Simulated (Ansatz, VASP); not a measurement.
# One calculation of Zn, two programs

POSCAR

```
Zn
1.0
    2.6143598000      0.0000000000      0.0000000000
   -1.3071799000      2.2641020000      0.0000000000
    0.0000000000      0.0000000000      4.8731610200
Zn
2
Direct
    0.3333333300      0.6666666700      0.2500000000
    0.6666666700      0.3333333300      0.7500000000
```

Contents of INCAR.step1:

```
SYSTEM = Zn
  PREC = Accurate
  ENCUT = 520
  ISMEAR = 0
  SIGMA = 0.1
  LREAL = .FALSE.
  LASPH = .TRUE.
  NELM = 60
  NBANDS = 19
  GGA = PE
  ALGO = Normal
  EDIFF = 1E-4
  LWAVE = .TRUE.
  LCHARG = .FALSE.
```

Contents of INCAR.step2:

```
SYSTEM = Zn
  PREC = Accurate
  ENCUT = 520
  EDIFF = 1E-6
  ISMEAR = 0
  SIGMA = 0.1
  LREAL = .FALSE.
  LASPH = .TRUE.
  NELM = 60
  ALGO = Normal
  ISIF = 2
  LWAVE = .FALSE.
  LCHARG = .TRUE.
  METAGGA = R2SCAN
  LMIXTAU = .TRUE.
  LELF = .TRUE.
  LVHAR = .TRUE.
  NBANDS = 19
  ISTART = 1
```

Contents of KPOINTS:

```
Automatic mesh
0
G
  9 9 4
  0 0 0
```

Input for Ansatz:

```yaml
crystal:
  lattice:
    - [2.6143598, 0.0, 0.0]
    - [-1.3071799, 2.264102, 0.0]
    - [0.0, 0.0, 4.87316102]
  atoms:
    - { symbol: Zn, position: [0.33333333, 0.66666667, 0.25] }
    - { symbol: Zn, position: [0.66666667, 0.33333333, 0.75] }
basis:
  ecutwfc: 600.0
kpoints:
  mp_grid: { grid: [9, 9, 4] }
hamiltonian:
  xc: r2scan
  pseudopotentials: { kind: paw, azcp: { folder: soft_1 } }
scf:
  occupations: { method: gaussian, width: 0.1 }
output:
  forces: true
  stress: true
  eigenvalues: true
```

Alike in both runs: task single point; functional r2SCAN; k mesh 9 × 9 × 4; occupations gaussian, width 0.1 eV; no spin polarisation.

|  | VASP | Ansatz |
| --- | --- | --- |
| version | VASP 6.6.1 | Ansatz 0.2.0 |
| potentials or method | VASP PAW PBE potentials, release 64 (Zn) | scalar-relativistic, plane waves, PAW |
| plane-wave cutoff (eV) | 520 | 600 |
| valence electrons in the cell | 24 | 24 |

Ansatz gave:

| Property | Result |
| --- | --- |
| gap on the k mesh at the Fermi level (eV) | none |
| pressure (GPa) | -0.5 |
| largest component of the traceless stress (GPa) | 0.82 |

Problem. Which values does VASP return?

Solution. gap on the k mesh at the Fermi level (eV): none; pressure (GPa): 0.1; largest component of the traceless stress (GPa): 0.99.

A gap of «none» marks a metal or a gap that the smearing closes. With one functional, cell and mesh, what is left measures potentials, basis and numerics.

Caveats: the PAW data sets were made with another functional, which shifts forces and pressure a little (VASP).
